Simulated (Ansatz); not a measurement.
What does this script print? It uses Ansatz's Python interface.

Contents of `tepb.extxyz`:
```text
2
Lattice="0.0 3.231 3.231 3.231 0.0 3.231 3.231 3.231 0.0" Properties=species:S:1:pos:R:3 pbc="T T T"
Te    3.23100000    3.23100000    3.23100000
Pb    0.00000000    0.00000000    0.00000000
```

`run_fold.py`
```python
import ansatz
import pandas as pd

XC = "PBEsol"
VDW = "d3bjatm"
FILLING = "fixed"

structure = ansatz.Crystal.from_extxyz("tepb.extxyz")

mesh = (4, 4, 4)
rows = []
for repeats in [(1, 1, 1), (1, 2, 1), (2, 2, 1)]:
    calc = (
        structure.supercell(*repeats).calculation()
        .functional(XC, dispersion=VDW)
        .basis(38 * ansatz.Ry)
        .occupations(FILLING)
        .kpoints(*(k // n for k, n in zip(mesh, repeats)))
    )
    rep = calc.run(threads=1).report
    n = len(rep["lattice"]["sites"])
    rows.append((repeats, n, rep["free_energy_ev"] / n, rep["fermi_energy_ev"], rep["n_kpoints"], rep["n_symmetry_ops"]))
print(pd.DataFrame(rows, columns=["repeats", "atoms", "F/atom eV", "Fermi level eV", "k-points", "symmetry operations"]).round(4).to_string(index=False))
```

Output of `python run_fold.py`:
```text
  repeats  atoms  F/atom eV  Fermi level eV  k-points  symmetry operations
(1, 1, 1)      2 -9328.9757          8.5314         8                   48
(1, 2, 1)      4 -9328.9757          8.5314         8                   24
(2, 2, 1)      8 -9328.9757          8.5314         8                   32
```

Reading the output:
- Total energies depend on the potentials; only differences at equal settings carry meaning.
- The Fermi level of a run with fixed occupations marks the highest occupied state on its mesh, not mid-gap.
- The k-point mesh is coarse, and energy and stress weren't tested for convergence.
- Spin-orbit coupling, which matters for elements this heavy, is left out.
- The starting cell is as deposited in a crystallographic database; the results hold for this polymorph, which needn't be the stable one.
- The count of operations in a supercell holds its pure translations too, and an uneven repeat can lower the point group.
- It ran for 11 s on 1 thread of Arm Neoverse V2, on a shared host, peak memory 0.71 GiB.

(Lines on the test bed's own set-up are left out of the output.)
